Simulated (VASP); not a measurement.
Here is a VASP 6.6.1 calculation.

Contents of INCAR:

```
PREC = Accurate
ENCUT = 520
EDIFF = 1E-6
ISMEAR = 0
SIGMA = 0.05
LREAL = False
LASPH = True
NELM = 100
ALGO = Normal
ISIF = 2
LWAVE = False
LCHARG = False
GGA = CA
NBANDS = 24
```

KPOINTS

```
regular mesh
0
Gamma
  9 9 6
```

File POSCAR:

```
SrO
1.0
    4.2754662656      0.0000000000      0.0000000000
   -2.1377331328      3.7026623990      0.0000000000
    0.0000000000      0.0000000000      5.1555949900
Sr O
2 2
Direct
    0.3333333333      0.6666666667      0.9381277000
    0.6666666667      0.3333333333      0.4381277000
    0.3333333333      0.6666666667      0.4368723000
    0.6666666667      0.3333333333      0.9368723000
```

Potentials or basis: VASP PAW LDA potentials, release 64 (Sr_sv, O).

Launch:

```sh
$ cat potpaw_LDA.64/Sr_sv/POTCAR potpaw_LDA.64/O/POTCAR > POTCAR
$ mpirun -np 1 vasp_std > vasp.out
```

**Question.** Estimate the pressure.

**Answer.** -4.0 GPa.

**Question.** Estimate the largest force.

**Answer.** 0.012 eV/Å.

Stress tensor (GPa, compression positive):
```
-3.80  0.00  0.00
 0.00 -3.80  0.00
 0.00  0.00 -4.33
```
